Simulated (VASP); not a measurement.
# Ga (P6_3/mmc) in VASP: notebook, part 2 of 2

VASP 6.6.1. The steps go on from the part before.

## (5) Single point, PBE

This run uses another cell than the first one: it holds 4 atoms, not 1.

File INCAR:

```
ALGO     = Normal         # electronic algorithm
EDIFF    = 1E-6           # SCF threshold, eV
ENCUT    = 520            # plane-wave cutoff, eV
GGA      = PE             # functional
ISIF     = 2              # what is computed and relaxed
ISMEAR   = 0              # smearing method
LASPH    = T              # aspherical terms in the spheres
LCHARG   = T              # write CHGCAR
LELF     = T              # ELF
LREAL    = F              # projectors in reciprocal space
LVHAR    = T            
LWAVE    = F              # write WAVECAR
NBANDS   = 34             # bands
NELM     = 100            # most SCF steps
PREC     = Accurate       # precision mode
SIGMA    = 0.1            # smearing width, eV
```

File KPOINTS:

```
k-points
0
Gamma
  6 6 4
```

File POSCAR:

```
Ga
1.0
    4.4560275272      0.0000000000      0.0000000000
   -2.2280137636      3.8590330385      0.0000000000
    0.0000000000      0.0000000000      5.2972661747
Ga
4
Direct
    0.0000000000      0.0000000000      0.2500000000
    0.0000000000      0.0000000000      0.7500000000
    0.3333333333      0.6666666667      0.7500000000
    0.6666666667      0.3333333333      0.2500000000
```

Run with:

```sh
> cat potpaw_PBE.64/Ga_d/POTCAR > POTCAR
> mpirun -np 1 vasp_std > vasp.out
```

Run time: 50 s. Hardware: 1 thread of Intel Xeon Platinum 8375C at 2.90GHz (Ice Lake), shared host; peak memory 0.23 GiB.

The run converged. Its results:

- Free energy: -11.0450 eV
- Pressure: 0.3 GPa
- Band gap on the k mesh: none (metal or under the smearing width)

Stress tensor (GPa, compression positive):
```
0.36 0.00 0.00
0.00 0.36 0.00
0.00 0.00 0.04
```

Levels at points of the mesh, in eV from the Fermi level:
```csv
k point,band 23,band 24,band 25,band 26,band 27,band 28,band 29,band 30
"(0.00, 0.00, 0.00)",-3.45,-0.83,-0.32,-0.32,1.06,1.06,1.72,4.09
"(0.50, 0.00, 0.00)",-4.07,-3.35,-2.11,-1.81,0.41,1.04,1.35,3.59
"(0.00, 0.00, 0.50)",-0.20,-0.20,0.60,0.60,0.60,0.60,2.02,2.02
"(0.50, 0.00, 0.50)",-5.51,-5.51,-0.83,-0.83,0.37,0.37,3.90,3.90
```

## (6) Relaxation of cell and atoms, PBE

This run uses another cell than the first one, of 22.60 Å³/atom, 0.993 times its volume.

File INCAR:

```
PREC = Accurate ; ENCUT = 600
EDIFF = 1E-6 ; ISMEAR = 0
SIGMA = 0.1 ; LREAL = F
LASPH = T ; NELM = 100
ALGO = Normal ; ISIF = 3
LWAVE = F ; LCHARG = F
GGA = PE ; IBRION = 2
NSW = 90 ; EDIFFG = -0.04
```

File KPOINTS:

```
Automatic mesh
0
Gamma
  6 6 4
```

File POSCAR:

```
Ga
1.0
    4.4955674772      0.0000000000      0.0000000000
   -2.2477837386      3.8932756397      0.0000000000
    0.0000000000      0.0000000000      5.1657160173
Ga
4
Direct
    0.0000000000      0.0000000000      0.2500000000
    0.0000000000      0.0000000000      0.7500000000
    0.3333333333      0.6666666667      0.7500000000
    0.6666666667      0.3333333333      0.2500000000
```

Potentials or basis: VASP PAW PBE potentials, release 64 (Ga_d).

Run with:

```sh
> cat potpaw_PBE.64/Ga_d/POTCAR > POTCAR
> mpirun -np 1 vasp_std > vasp.out
```

OUTCAR:

```text
PREC = Accurate
   ENCUT = 600
   EDIFF = 1E-6
   ISMEAR = 0
   LREAL = F
   LASPH = T
   NELM = 100
   ISIF = 3
   GGA = PE
   IBRION = 2
   NSW = 90
   EDIFFG = -0.04

 ion  position               nearest neighbor table
   1  0.000  0.000  0.250-   2 2.58   2 2.58   4 2.60   4 2.60   4 2.60
   2  0.000  0.000  0.750-   1 2.58   1 2.58   3 2.60   3 2.60   3 2.60
   3  0.333  0.667  0.750-   2 2.60   2 2.60   2 2.60
   4  0.667  0.333  0.250-   1 2.60   1 2.60   1 2.60

  LATTYP: Found a hexagonal cell.
 ALAT       =     4.4955674772
 C/A-ratio  =     1.1490687313

  Lattice vectors:

 A1 = (   4.4955674772,   0.0000000000,   0.0000000000)
 A2 = (  -2.2477837386,   3.8932756397,   0.0000000000)
 A3 = (   0.0000000000,   0.0000000000,   5.1657160173)

Analysis of symmetry for initial positions (statically):
=====================================================================
 Subroutine PRICEL returns:
 Original cell was already a primitive cell.

 Routine SETGRP: Setting up the symmetry group for a
 hexagonal supercell.

 Subroutine GETGRP returns: Found 24 space group operations
[... 157 lines left out ...]
   NGX = 17   NGY = 17   NGZ = 21

--------------------------------------- Ionic step        1  -------------------------------------------

 number of electron      52.0000005 magnetization

 Free energy of the ion-electron system (eV)
  ---------------------------------------------------
  ext. energy  EPLUGINS =         0.00000000
  ---------------------------------------------------
  free energy    TOTEN  =       -11.02652111 eV

  energy without entropy =      -11.02159432  energy(sigma->0) =      -11.02405771

------------------------ aborting loop because EDIFF is reached ----------------------------------------

  FORCE on cell =-STRESS in cart. coord.  units (eV):
  Direction    XX          YY          ZZ          XY          YZ          ZX
  --------------------------------------------------------------------------------------
  -------------------------------------------------------------------------------------
  Total       -0.4220270     -0.4220270      1.1149957      0.0000000     -0.0000000     -0.0000000
  in kB       -7.4786049     -7.4786049     19.7584820      0.0000000     -0.0000000     -0.0000000
  external PRESSURE =       1.6004241 kB  Pullay stress =       0.0000000 kB
[... 101 lines left out ...]
--------------------------------------- Ionic step        4  -------------------------------------------

 number of electron      52.0000062 magnetization

 Free energy of the ion-electron system (eV)
  ---------------------------------------------------
  ext. energy  EPLUGINS =         0.00000000
  ---------------------------------------------------
  free energy    TOTEN  =       -11.04423126 eV

  energy without entropy =      -11.04089501  energy(sigma->0) =      -11.04256314

 E-fermi :   3.8391     XC(G=0):  -9.9159

 val. band max:        3.7839145074   @ k =   0.0000   0.0000   0.2500
 cond. band min:       3.9375777436   @ k =   0.1667   0.0000   0.5000
 fundamental gap:      0.1536632362
 Fermi energy:         3.8390748510

 k-point     1 :       0.0000    0.0000    0.0000
  band No.  band energies     occupation
      1     -11.3268      2.00000
      2     -11.1564      2.00000
      3     -11.1494      2.00000
      4     -11.1494      2.00000
      5     -11.0625      2.00000
      6     -11.0625      2.00000
[... 734 lines left out ...]
  FREE ENERGIE OF THE ION-ELECTRON SYSTEM (eV)
  ---------------------------------------------------
  free  energy   TOTEN  =       -11.0442312619 eV

  energy  without entropy=      -11.0408950145  energy(sigma->0) =      -11.04256314

 reached required accuracy - stopping structural energy minimisation
```

OSZICAR:

```text
N       E                     dE             d eps       ncg     rms          rms(c)
DAV:   1     0.367913823241E+03    0.36791E+03   -0.28626E+04  1309   0.331E+03
DAV:   2     0.320639673613E+02   -0.33585E+03   -0.33145E+03  1330   0.592E+02
[... 36 lines left out ...]
DAV:   1    -0.110463040235E+02   -0.21903E-02   -0.35881E-02  1490   0.158E+00    0.269E-01
DAV:   2    -0.110449692270E+02    0.13348E-02   -0.33645E-03  1435   0.156E+00    0.161E-01
DAV:   3    -0.110442165497E+02    0.75268E-03   -0.17407E-03  1510   0.128E+00    0.255E-02
DAV:   4    -0.110442284212E+02   -0.11872E-04   -0.39469E-04  1358   0.573E-01    0.122E-02
DAV:   5    -0.110442298160E+02   -0.13948E-05   -0.99034E-05  1699   0.112E-01    0.535E-03
DAV:   6    -0.110442315835E+02   -0.17675E-05   -0.18957E-05  1323   0.851E-02    0.283E-03
DAV:   7    -0.110442312619E+02    0.32160E-06   -0.23177E-06   849   0.821E-02
   4 F= -.11044231E+02 E0= -.11042563E+02  d E =-.177102E-01
```

Run time: 2.4 min. Hardware: 1 thread of Intel Xeon Platinum 8375C at 2.90GHz (Ice Lake), shared host; peak memory 0.25 GiB.

Results:

| Quantity | Value |
| --- | --- |
| Free energy | -11.0442 eV |
| Relaxed volume | 22.72 Å³/atom |
| Relaxed cell | a = 4.457 Å, b = 4.457 Å, c = 5.283 Å, α = 90.00°, β = 90.00°, γ = 120.00° |
| Space group after relaxing (to 0.05 Å) | P6_3/mmc (No. 194) |
| Energy gained by relaxing | 4.4 meV/atom |
| Ionic steps | 4 |
| Pressure after relaxing | 0.2 GPa |
| Band gap on the k mesh | none (metal or under the smearing width) |

Step by step:
| step | energy change (eV) | largest force (eV/Å) | pressure (GPa) | volume (Å³) |
| --- | --- | --- | --- | --- |
| 1 | 0.0000 | 0.0000 | 0.16 | 90.41 |
| 2 | -0.0147 | 0.0000 | 0.21 | 90.70 |
| 3 | -0.0176 | 0.0000 | 0.20 | 90.85 |
| 4 | -0.0177 | 0.0000 | 0.20 | 90.88 |

Final structure:
```yaml
crystal:
  lattice:
    - [4.45697, 0.00000, 0.00000]
    - [-2.22849, 3.85985, 0.00000]
    - [0.00000, 0.00000, 5.28288]
  atoms:
    - { symbol: Ga, position: [0.00000, 0.00000, 0.25000] }
    - { symbol: Ga, position: [0.00000, 0.00000, 0.75000] }
    - { symbol: Ga, position: [0.33333, 0.66667, 0.75000] }
    - { symbol: Ga, position: [0.66667, 0.33333, 0.25000] }
```

## (7) Summary

| task | cell | k mesh | cutoff (eV) | mesh quality | gap on the mesh (eV) | pressure (GPa) | relaxed volume (Å³/atom) |
| --- | --- | --- | --- | --- | --- | --- | --- |
| relaxation of cell and atoms | relaxed from: random cell without symmetry | 6 × 6 × 6 | 600 | coarse | none | 0.0 | 19.77 |
| single point | random cell without symmetry | 4 × 6 × 4 | 520 | coarse | none | 0.1 | - |
| relaxation of cell and atoms | relaxed from: random cell without symmetry | 4 × 6 × 4 | 600 | coarse | none | 0.1 | 20.79 |
| single point | P6_3/mmc, 22.77 Å³/atom | 6 × 6 × 4 | 520 | not flagged | none | 0.3 | - |
| relaxation of cell and atoms | relaxed | 6 × 6 × 4 | 600 | not flagged | none | 0.2 | 22.72 |

Alike in all rows: level PBE; potentials or basis VASP PAW PBE potentials, release 64 (Ga_d); no spin polarisation; smearing gaussian 0.1 eV.

Caveats: some runs use coarse meshes.

Total energies depend on the potentials used, so only differences within one code and one set of settings carry meaning.
